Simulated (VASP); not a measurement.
# NiO: relaxed cell and band gap, by functional and dispersion

NiO, Fm-3m (no. 225), 2 atoms in the cell.

| Functional | Dispersion | Volume (Å³/atom) | Change from the starting volume (fraction) | Gap, path and mesh (eV) | Moment (μB/cell) | Time (s) |
|---|---|---|---|---|---|---|
| PBE | TS+SCS | 9.24 | 0.018 | 0.00 | 1.81 | 174 |
| vdW-DF | in the functional | 9.82 | 0.082 | 0.00 | 1.90 | 222 |
| Opt(MS+rVV10) | in the functional | 9.19 | 0.012 | 1.10 | 2.00 | 356 |
| rVV10 | in the functional | 9.53 | 0.050 | 0.00 | 1.81 | 379 |

Limits: Only a ferromagnetic start was run; another order may lie lower and have another gap; rows 1, 2, 4: semilocal functionals often give no gap for transition-metal compounds that are insulators.

## Input of the first row

INCAR.step1:
```
SYSTEM = NiO
  PREC = Accurate
  ENCUT = 600
  EDIFF = 1E-7
  ISMEAR = 0
  SIGMA = 0.02
  LREAL = .FALSE.
  LASPH = .TRUE.
  GGA_COMPAT = .FALSE.
  ALGO = Normal
  NELM = 150
  ISIF = 3
  LWAVE = .FALSE.
  LCHARG = .FALSE.
  ISPIN = 2
  MAGMOM = 1 0
  LORBIT = 11
  LMAXMIX = 4
  GGA = PE
  IVDW = 2
  LVDWSCS = .TRUE.
  IBRION = 2
  EDIFFG = -0.002
  NSW = 60
  KPAR = 4
```

INCAR.step2, as INCAR.step1 but for:
```
- NSW = 60
+ NSW = 40
```

INCAR.step3, as INCAR.step2 but for:
```
- ISIF = 3
- IBRION = 2
- EDIFFG = -0.002
- NSW = 40
+ ISIF = 2
+ NBANDS = 19
```

KPOINTS:
```
k-points
0
Gamma
  7 7 7
```

KPOINTS_OPT:
```
path GXWKGLUWLK,UX
8
line-mode
reciprocal
 0.0000000000  0.0000000000  0.0000000000  G
 0.5000000000  0.0000000000  0.5000000000  X

 0.5000000000  0.0000000000  0.5000000000  X
 0.5000000000  0.2500000000  0.7500000000  W

 0.5000000000  0.2500000000  0.7500000000  W
 0.3750000000  0.3750000000  0.7500000000  K

 0.3750000000  0.3750000000  0.7500000000  K
 0.0000000000  0.0000000000  0.0000000000  G

 0.0000000000  0.0000000000  0.0000000000  G
 0.5000000000  0.5000000000  0.5000000000  L

 0.5000000000  0.5000000000  0.5000000000  L
 0.6250000000  0.2500000000  0.6250000000  U

 0.6250000000  0.2500000000  0.6250000000  U
 0.5000000000  0.2500000000  0.7500000000  W

 0.5000000000  0.2500000000  0.7500000000  W
 0.5000000000  0.5000000000  0.5000000000  L

 0.5000000000  0.5000000000  0.5000000000  L
 0.3750000000  0.3750000000  0.7500000000  K

 0.6250000000  0.2500000000  0.6250000000  U
 0.5000000000  0.0000000000  0.5000000000  X
```

POSCAR.step1:
```
NiO
1.0
    0.0000000000      2.0859016414      2.0859016414
    2.0859016414      0.0000000000      2.0859016414
    2.0859016414      2.0859016414      0.0000000000
Ni O
1 1
Direct
    0.0000000000      0.0000000000      0.0000000000
    0.5000000000      0.5000000000      0.5000000000
```

Commands (each step's output is kept before the next begins):
```
cat potpaw_PBE.64/Ni/POTCAR potpaw_PBE.64/O/POTCAR > POTCAR
cp INCAR.step1 INCAR
cp POSCAR.step1 POSCAR
mpirun -np 4 vasp_std > vasp.out
cp CONTCAR POSCAR
rm WAVECAR CHG
cp INCAR.step2 INCAR
mpirun -np 4 vasp_std > vasp.out
cp CONTCAR POSCAR
rm WAVECAR CHG
cp INCAR.step3 INCAR
mpirun -np 4 vasp_std > vasp.out
```

Changes of the last row against the first:
```
(all steps)
- GGA = PE
- IVDW = 2
- LVDWSCS = True
+ GGA = ML
+ LUSE_VDW = True
+ IVDW_NL = 2
+ BPARAM = 6.3
+ CPARAM = 0.0093
```

VASP 6.6.1 took 174 s on 4 cores (Intel Xeon Platinum 8259CL @ 2.50GHz (Skylake/Cascade Lake)), a shared host.
